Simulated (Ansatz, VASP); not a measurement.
# Two plane-wave programs on GeSbTe3

The input INCAR:

```
PREC = Accurate
ENCUT = 520
EDIFF = 1E-7
ISMEAR = 0
SIGMA = 0.1
LREAL = F
LASPH = T
NELM = 100
ALGO = Normal
ISIF = 2
LWAVE = F
LCHARG = F
GGA = PE
NBANDS = 26
```

File KPOINTS:

```
regular mesh
0
Gamma
  6 6 4
```

File POSCAR:

```
GeSbTe3
1.0
    5.6584868500      0.0000000000      0.0000000000
   -2.8292434300      4.9003933600      0.0000000000
    0.0000000000      0.0000000000      6.7673330900
Ge Sb Te
1 1 3
Direct
    0.0000000000      0.0000000000      0.5000000000
    0.0000000000      0.0000000000      0.0000000000
    0.5000000000      0.0000000000      0.0000000000
    0.0000000000      0.5000000000      0.0000000000
    0.5000000000      0.5000000000      0.0000000000
```

Input for Ansatz:

```yaml
crystal:
  lattice:
    - [5.65848685, 0.0, 0.0]
    - [-2.82924343, 4.90039336, 0.0]
    - [0.0, 0.0, 6.76733309]
  atoms:
    - { symbol: Ge, position: [0.0, 0.0, 0.5] }
    - { symbol: Sb, position: [0.0, 0.0, 0.0] }
    - { symbol: Te, position: [0.5, 0.0, 0.0] }
    - { symbol: Te, position: [0.0, 0.5, 0.0] }
    - { symbol: Te, position: [0.5, 0.5, 0.0] }
basis:
  ecutwfc: 420
kpoints:
  mp_grid: { grid: [6, 6, 4] }
hamiltonian:
  xc: pbe
scf:
  occupations: { method: gaussian, width: 0.1 }
  lower_state_search: "off"
output:
  forces: true
  stress: true
  eigenvalues: true
```

Alike in both runs: task single point; functional PBE; k mesh 6 × 6 × 4; occupations gaussian, width 0.1 eV; no spin polarisation.

```csv
,VASP,Ansatz
version,VASP 6.6.1,Ansatz 0.2.0
potentials or method,"VASP PAW PBE potentials, release 64 (Ge_d, Sb, Te)","scalar-relativistic, plane waves, PAW"
plane-wave cutoff (eV),520,420
valence electrons in the cell,37,77
```

Ansatz gave:

* gap on the k mesh at the Fermi level (eV): none
* pressure (GPa): 14.6
* largest component of the traceless stress (GPa): 19.84

Problem. Estimate VASP's values.

Solution. gap on the k mesh at the Fermi level (eV): none; pressure (GPa): 14.6; largest component of the traceless stress (GPa): 19.91.

A gap of «none» marks a metal or a gap that the smearing closes. The two sets of potentials don't hold the same shells in valence.

Caveats: this functional lacks dispersion, which binds the layers, so the pressure and a relaxed spacing across them are unreliable. Spin-orbit coupling is left out, which matters for the levels of Sb, Te.
